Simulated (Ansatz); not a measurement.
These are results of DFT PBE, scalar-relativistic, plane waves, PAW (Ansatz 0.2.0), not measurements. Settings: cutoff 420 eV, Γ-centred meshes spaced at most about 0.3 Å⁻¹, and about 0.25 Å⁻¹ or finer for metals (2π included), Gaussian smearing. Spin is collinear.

Each guess is relaxed in cell and atoms at zero pressure, on a coarse mesh first where it starts far from rest and then on a converged one. The steps can't lower the symmetry of the start, but it can rise. Energies are static (0 K, no zero-point motion).

Two unrelaxed guesses for CuNi5:

A. (collinear spin from parallel moments)

```
Cu Ni
1.0
     2.46797    0.00000    0.00000
    -1.23399    2.13733    0.00000
     0.00000    0.00000   11.94636
Cu Ni
1 5
Cartesian
  1.2340 0.7124 0.0000
  0.0000 1.4249 9.9553
  0.0000 1.4249 1.9911
  0.0000 1.4249 5.9732
  1.2340 0.7124 3.9821
  1.2340 0.7124 7.9643
```

B. (collinear spin from parallel moments)

```
Cu Ni
1.0
     2.45812    0.00000    0.00000
     0.00000    2.45812    0.00000
     0.00000    0.00000   10.42893
Cu Ni
1 5
Direct
  0.50000 0.50000 0.50000
  0.00000 0.00000 0.66667
  0.50000 0.50000 0.83333
  0.00000 0.00000 0.00000
  0.50000 0.50000 0.16667
  0.00000 0.00000 0.33333
```

Question: Where do they end, and which end is lower?

Answer: B ends lower, by 16 meV/atom. A: P-6m2 at 10.5 Å³/atom → P-6m2 at 11.1 Å³/atom; B: P4/mmm at 10.5 Å³/atom → P4/mmm at 11.0 Å³/atom. Counting all near atoms (those within 1.25 times the shortest distance at each site), the end of A and the end of B both have Cu 12, Ni 12. End of A. Conventional cell: a = 2.491 Å, c = 12.354 Å. Cu is surrounded by 6 Cu at 2.49 Å and 6 Ni at 2.55 Å; Ni on a site of symmetry 3m has 9 Ni at 2.49 Å and 3 Cu at 2.55 Å; Ni on a site of symmetry -6m2 has 12 Ni at 2.49–2.50 Å; 1 more site not described. End of B. Conventional cell: a = 2.499 Å, c = 10.618 Å. Cu is surrounded by 4 Cu at 2.50 Å and 8 Ni at 2.54 Å; around Ni on a site of symmetry 4mm lie 8 Ni at 2.47–2.50 Å and 4 Cu at 2.54 Å; Ni on a second site of symmetry 4mm is surrounded by 12 Ni at 2.47–2.50 Å; 1 more site not described.

Ends held by symmetry can be saddle points. For metals, differences of a few meV/atom aren't resolved. The magnetic state reached may not be the lowest. Some candidate types were left out of the draw beforehand, so a known form may be missing.
